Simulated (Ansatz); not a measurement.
Sn, 1 atom in the cell. Symmetry: Immm, No. 71, orthorhombic system. Conventional cell: a = 3.453 Å, b = 3.551 Å, c = 4.677 Å, α = 90.00°, β = 90.00°, γ = 90.00°. Sn (site symmetry mmm) is surrounded by 12 Sn at 3.41 to 3.55 Å. This isn't the form of Sn at room conditions, which is tetragonal (white tin).

```yaml
Program: Ansatz 0.2.0
Task: band structure
Functional: PBEsol
Potentials_or_basis: Ansatz PAW
Cutoff: "420 eV (not typed: the program's choice for these potentials)"
k_mesh: 8 × 8 × 8
Occupations: fermi-dirac, width 0.05 eV
Spin: spin-orbit coupling, no magnetisation
Path: "[[\"G\", \"X\", \"L\", \"T\", \"W\", \"R\", \"X1\", \"Z\", \"G\", \"Y\", \"S\", \"W\"], [\"L1\", \"Y\"], [\"Y1\", \"Z\"]]"
Points_for_each_segment_of_the_path: 14
```

Potentials or basis: Ansatz PAW.

Command:

```sh
$ ansatz run input.yaml --threads 2 --pin off --max-ram 5632MiB --backend cpu --events-out ev --progress --plain --runs-dir out
```

Hardware: 2 threads of Arm Neoverse V1, with other jobs on the host.

Problem. Estimate the wall time of this run.

Solution. Wall time 13 s on 2 threads of Arm Neoverse V1, with other jobs on the host, peak memory 0.42 GiB. Counts: scf iterations 7, plane waves 547, k points 95, bands 20.
